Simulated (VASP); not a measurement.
# Se (P3_121) in VASP: further runs, part 2 of 2

VASP 6.6.1. The steps go on from the part before.

## (3) Band structure, TB-mBJ

POSCAR reads:

```
Se
1.0
    4.3662000000      0.0000000000      0.0000000000
   -2.1831000000      3.7812401180      0.0000000000
    0.0000000000      0.0000000000      4.9536000000
Se
3
Direct
    0.7746000000      0.7746000000      0.0000000000
    0.0000000000      0.2254000000      0.6666666667
    0.2254000000      0.0000000000      0.3333333333
```

INCAR.step1 reads:

```
ALGO = Normal
EDIFF = 1E-5
ENCUT = 520
GGA = PE
ISIF = 2
ISMEAR = 0
LASPH = T
LCHARG = F
LREAL = F
LWAVE = T
NELM = 100
PREC = Accurate
SIGMA = 0.02
```

INCAR.step2 reads:

```
ALGO = Normal
EDIFF = 1E-6
ENCUT = 520
ISIF = 2
ISMEAR = 0
ISTART = 1
LASPH = T
LCHARG = F
LREAL = F
LWAVE = F
METAGGA = MBJ
NELM = 100
PREC = Accurate
SIGMA = 0.02
```

KPOINTS reads:

```
k-points
0
Gamma
  8 8 6
```

KPOINTS_OPT reads:

```
path GMKGALHA,LM,KH
15
line-mode
reciprocal
 0.0000000000  0.0000000000  0.0000000000  G
 0.5000000000  0.0000000000  0.0000000000  M

 0.5000000000  0.0000000000  0.0000000000  M
 0.3333333333  0.3333333333  0.0000000000  K

 0.3333333333  0.3333333333  0.0000000000  K
 0.0000000000  0.0000000000  0.0000000000  G

 0.0000000000  0.0000000000  0.0000000000  G
 0.0000000000  0.0000000000  0.5000000000  A

 0.0000000000  0.0000000000  0.5000000000  A
 0.5000000000  0.0000000000  0.5000000000  L

 0.5000000000  0.0000000000  0.5000000000  L
 0.3333333333  0.3333333333  0.5000000000  H

 0.3333333333  0.3333333333  0.5000000000  H
 0.0000000000  0.0000000000  0.5000000000  A

 0.5000000000  0.0000000000  0.5000000000  L
 0.5000000000  0.0000000000  0.0000000000  M

 0.3333333333  0.3333333333  0.0000000000  K
 0.3333333333  0.3333333333  0.5000000000  H
```

Potentials or basis: VASP PAW PBE potentials, release 64 (Se).

On the command line:

```sh
> cat potpaw_PBE.64/Se/POTCAR > POTCAR
> cp INCAR.step1 INCAR
> mpirun -np 1 vasp_std > vasp.out
> cp INCAR.step2 INCAR
> mpirun -np 1 vasp_std > vasp.out
```

Run time: 97 s. Hardware: 1 thread of Intel Xeon 6975P-C (Granite Rapids), shared host; peak memory 0.23 GiB.

Results (log left out):

- Band gap on the k mesh: 1.57 eV, indirect (least direct gap 1.68 eV)
- Band gap along the path: 1.46 eV, indirect (least direct gap 1.66 eV)

Levels at the corners of the path, in eV from the valence-band top:
| point | band 7 | band 8 | band 9 | band 10 | band 11 | band 12 |
| --- | --- | --- | --- | --- | --- | --- |
| Γ | -2.07 | -2.07 | -0.50 | 2.26 | 2.26 | 2.57 |
| M | -2.75 | -1.73 | -1.03 | 2.33 | 2.72 | 4.36 |
| M | -2.75 | -1.73 | -1.03 | 2.33 | 2.72 | 4.36 |
| K | -2.71 | -2.58 | -1.58 | 3.36 | 3.36 | 4.01 |
| K | -2.71 | -2.58 | -1.58 | 3.36 | 3.36 | 4.01 |
| Γ | -2.07 | -2.07 | -0.50 | 2.26 | 2.26 | 2.57 |
| Γ | -2.07 | -2.07 | -0.50 | 2.26 | 2.26 | 2.57 |
| A | -1.54 | -1.54 | -1.21 | 1.59 | 1.76 | 1.76 |
| A | -1.54 | -1.54 | -1.21 | 1.59 | 1.76 | 1.76 |
| L | -1.83 | -1.38 | 0.00 | 1.98 | 3.07 | 3.29 |
| L | -1.83 | -1.38 | 0.00 | 1.98 | 3.07 | 3.29 |
| H | -1.08 | -0.26 | -0.26 | 1.46 | 3.08 | 3.08 |
| H | -1.08 | -0.26 | -0.26 | 1.46 | 3.08 | 3.08 |
| A | -1.54 | -1.54 | -1.21 | 1.59 | 1.76 | 1.76 |
| L | -1.83 | -1.38 | 0.00 | 1.98 | 3.07 | 3.29 |
| M | -2.75 | -1.73 | -1.03 | 2.33 | 2.72 | 4.36 |
| K | -2.71 | -2.58 | -1.58 | 3.36 | 3.36 | 4.01 |
| H | -1.08 | -0.26 | -0.26 | 1.46 | 3.08 | 3.08 |

Caveat: the PAW data sets were made with another functional, which shifts forces and pressure a little; the mesh misses the band edges, which the band path finds closer together.

## (4) Equation of state, PBEsol, 23.00 Å³/atom (a relaxed cell with its volume scaled by 0.96)

INCAR reads:

```
  PREC = Accurate
  ENCUT = 520
  EDIFF = 1E-7
  ISMEAR = 0
  SIGMA = 0.02
  LREAL = F
  LASPH = T
  NELM = 100
  ALGO = Normal
  ISIF = 2
  LWAVE = F
  LCHARG = F
  GGA = PS
```

KPOINTS reads:

```
Automatic mesh
0
Gamma
  6 6 6
```

POSCAR reads:

```
Se                                      
1.0
    3.9630391080     -0.0000000000     -0.0000000000
   -1.9815195540      3.4320925437     -0.0000000000
    0.0000000000      0.0000000000      5.0720762992
  Se            
     3
Direct
     0.7492365235968941    0.7492365235968942    0.0000000000000000
     0.9999999999999999    0.2507634764031058    0.6666666667000030
     0.2507634764031059    0.0000000000000000    0.3333333332999970
```

On the command line:

```sh
> cat potpaw_PBE.64/Se/POTCAR > POTCAR
> mpirun -np 1 vasp_std > vasp.out
```

It took 30 s on 1 thread of Intel Xeon Platinum 8259CL at 2.50GHz (Skylake/Cascade Lake), shared host; peak memory 0.18 GiB.

The run converged. Its results:

| Quantity | Value |
| --- | --- |
| Free energy | -11.5308 eV |
| Pressure | 3.1 GPa |
| Largest force | 0.292 eV/Å |
| Band gap on the k mesh | 0.39 eV, direct |

Caveat: the PAW data sets were made with another functional, which shifts forces and pressure a little.

## (5) Equation of state, PBEsol, 23.48 Å³/atom (a relaxed cell with its volume scaled by 0.98)

INCAR is that of step 4.

KPOINTS is that of step 4.

POSCAR reads:

```
Se                                      
1.0
    3.9903712759     -0.0000000000     -0.0000000000
   -1.9951856379      3.4557628954     -0.0000000000
    0.0000000000      0.0000000000      5.1070572412
  Se            
     3
Direct
     0.7492365235968941    0.7492365235968942    0.0000000000000000
     0.9999999999999999    0.2507634764031058    0.6666666667000030
     0.2507634764031059    0.0000000000000000    0.3333333332999970
```

On the command line:

```sh
> cat potpaw_PBE.64/Se/POTCAR > POTCAR
> mpirun -np 1 vasp_std > vasp.out
```

Run time: 28 s. Hardware: 1 thread of Intel Xeon Platinum 8259CL at 2.50GHz (Skylake/Cascade Lake), shared host; peak memory 0.18 GiB.

Results (log left out):

```
Free energy            : -11.5515 eV
Pressure               : 1.5 GPa
Largest force          : 0.136 eV/Å
Band gap on the k mesh : 0.38 eV, direct
```

Caveat: the PAW data sets were made with another functional, which shifts forces and pressure a little.

## (6) Equation of state, PBEsol, 23.95 Å³/atom

INCAR is that of step 5.

KPOINTS is that of step 5.

POSCAR reads:

```
Se                                      
1.0
    4.0173340619     -0.0000000000     -0.0000000000
   -2.0086670309      3.4791133531     -0.0000000000
    0.0000000000      0.0000000000      5.1415654315
  Se            
     3
Direct
     0.7492365235968941    0.7492365235968942    0.0000000000000000
     0.9999999999999999    0.2507634764031058    0.6666666667000030
     0.2507634764031059    0.0000000000000000    0.3333333332999970
```

Potentials or basis: VASP PAW PBE potentials, release 64 (Se).

On the command line:

```sh
> cat potpaw_PBE.64/Se/POTCAR > POTCAR
> mpirun -np 1 vasp_std > vasp.out
```

Run time: 29 s. Hardware: 1 thread of Intel Xeon Platinum 8259CL at 2.50GHz (Skylake/Cascade Lake), shared host; peak memory 0.18 GiB.

The run converged. Its results:

```
Free energy            : -11.5584 eV
Pressure               : 0.0 GPa
Largest force          : 0.008 eV/Å
Band gap on the k mesh : 0.38 eV, direct
```

Caveat: the PAW data sets were made with another functional, which shifts forces and pressure a little.

## (7) Equation of state, PBEsol, 24.43 Å³/atom (a relaxed cell with its volume scaled by 1.02)

INCAR is that of step 6.

KPOINTS is that of step 6.

POSCAR reads:

```
Se                                      
1.0
    4.0439396986     -0.0000000000     -0.0000000000
   -2.0219698493      3.5021545103     -0.0000000000
    0.0000000000      0.0000000000      5.1756165260
  Se            
     3
Direct
     0.7492365235968941    0.7492365235968942    0.0000000000000000
     0.9999999999999999    0.2507634764031058    0.6666666667000030
     0.2507634764031059    0.0000000000000000    0.3333333332999970
```

On the command line:

```sh
> cat potpaw_PBE.64/Se/POTCAR > POTCAR
> mpirun -np 1 vasp_std > vasp.out
```

It took 27 s on 1 thread of Intel Xeon Platinum 8259CL at 2.50GHz (Skylake/Cascade Lake), shared host; peak memory 0.18 GiB.

The run converged. Its results:

| Quantity | Value |
| --- | --- |
| Free energy | -11.5528 eV |
| Pressure | -1.3 GPa |
| Largest force | 0.144 eV/Å |
| Band gap on the k mesh | 0.37 eV, direct |

Caveat: the PAW data sets were made with another functional, which shifts forces and pressure a little.

## (8) Equation of state, PBEsol, 24.91 Å³/atom (a relaxed cell with its volume scaled by 1.04)

INCAR is that of step 7.

KPOINTS is that of step 7.

POSCAR reads:

```
Se                                      
1.0
    4.0701997831     -0.0000000000     -0.0000000000
   -2.0350998915      3.5248964106     -0.0000000000
    0.0000000000      0.0000000000      5.2092253672
  Se            
     3
Direct
     0.7492365235968941    0.7492365235968942    0.0000000000000000
     0.9999999999999999    0.2507634764031058    0.6666666667000030
     0.2507634764031059    0.0000000000000000    0.3333333332999970
```

On the command line:

```sh
> cat potpaw_PBE.64/Se/POTCAR > POTCAR
> mpirun -np 1 vasp_std > vasp.out
```

It took 29 s on 1 thread of Intel Xeon Platinum 8259CL at 2.50GHz (Skylake/Cascade Lake), shared host; peak memory 0.18 GiB.

Results (log left out):

```yaml
Free_energy: -11.5360 eV
Pressure: -2.4 GPa
Largest_force: 0.270 eV/Å
Band_gap_on_the_k_mesh: 0.37 eV, direct
```

Caveat: the PAW data sets were made with another functional, which shifts forces and pressure a little.

## (9) Equation of state, PBEsol

This run uses another cell than the first one, of 23.95 Å³/atom, 0.879 times its volume.

Potentials or basis: VASP PAW PBE potentials, release 64 (Se).

No new run: the results of the series are fitted here.

What came out:

* Equilibrium volume: 23.97 Å³/atom
* Bulk modulus at fixed shape and positions: 69 GPa
* Pressure derivative of the bulk modulus: 4.5 (rough: it moves with the points fitted)

Energy against volume, from the lowest point:
```csv
volume (Å³/atom),energy (meV/atom)
22.996,9.19
23.475,2.28
23.954,0.00
24.433,1.87
24.912,7.45
```

Caveat: the cell was scaled at fixed shape and fractional positions, which overstates the stiffness of a crystal with free parameters, most of all of layers and chains; the PAW data sets were made with another functional, which shifts forces and pressure a little.

## (10) The reference run

An earlier run on the cell as given: functional PBEsol; potentials or basis VASP PAW PBE potentials, release 64 (Se); cutoff 520 eV; k mesh 7 × 7 × 6; occupations fermi-dirac, width 0.05 eV; no spin polarisation.

* Pressure: 0.4 GPa
* Largest force: 0.333 eV/Å
* Band gap on the k mesh: 1.14 eV, indirect (least direct gap 1.43 eV)

## (11) The runs side by side

```csv
task,level,cell,k mesh,smearing,ladder,gap on the mesh (eV),pressure (GPa),largest force (eV/Å)
band structure,r2SCAN,"P3_121, 27.26 Å³/atom",8 × 8 × 6,gaussian 0.02 eV,gaps,1.39,1.3,0.06
band structure,TB-mBJ,"P3_121, 27.26 Å³/atom",8 × 8 × 6,gaussian 0.02 eV,gaps,1.57,-,-
equation of state,PBEsol,"P3_121, 23.95 Å³/atom",6 × 6 × 6,gaussian 0.02 eV,gaps,-,-,-
single point,PBEsol,"P3_121, 27.26 Å³/atom",7 × 7 × 6,fermi-dirac 0.05 eV,free,1.14,0.4,0.33
```

Alike in all rows: potentials or basis VASP PAW PBE potentials, release 64 (Se); no spin polarisation; cutoff (eV) 520.

On the cell as given the gap runs from 1.14 eV (PBEsol) to 1.46 eV (TB-mBJ); the meshes differ, which moves gaps too.

Caveats: the PAW data sets were made with another functional, which shifts forces and pressure a little; the mesh misses the band edges, which the band path finds closer together (some runs); the cell was scaled at fixed shape and fractional positions, which overstates the stiffness of a crystal with free parameters, most of all of layers and chains (some runs); an odd mesh through Γ misses points on the zone boundary, where band edges often lie (some runs).

Total energies depend on the potentials used, so only differences within one code and one set of settings carry meaning.
